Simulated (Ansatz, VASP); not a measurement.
# Two plane-wave programs on W

```
CELL_PARAMETERS angstrom
0.00000 2.03000 1.98940
2.03000 0.00000 1.98940
2.03000 2.03000 0.00000
ATOMIC_POSITIONS crystal
W 0.00000 0.00000 0.00000
```

Change from the starting cell: strain -0.0200 x Voigt [0, 0, 1, 0, 0, 0], atoms carried along.

Alike in both runs: task single point; functional PBEsol; k mesh 20 × 20 × 20; occupations gaussian, width 0.15 eV; no spin polarisation.

|  | VASP | Ansatz |
| --- | --- | --- |
| version | VASP 6.6.1 | Ansatz 0.2.0 |
| potentials or method | VASP PAW PBE potentials, release 64 (W_sv) | scalar-relativistic, plane waves, PAW |
| plane-wave cutoff (eV) | 520 | 420 |
| valence electrons in the cell | 14 | 14 |

VASP gave:

- gap on the k mesh at the Fermi level (eV): none
- pressure (GPa): -6.8
- largest component of the traceless stress (GPa): 4.74

Task: Estimate Ansatz's values.

Result: gap on the k mesh at the Fermi level (eV): none; pressure (GPa): -7.4; largest component of the traceless stress (GPa): 4.69.

A gap of «none» marks a metal or a gap that the smearing closes. With one functional, cell and mesh, what is left measures potentials, basis and numerics.

Caveats: the PAW data sets were made with another functional, which shifts forces and pressure a little (VASP). The runs have no spin-orbit coupling, so splittings on W are missing.
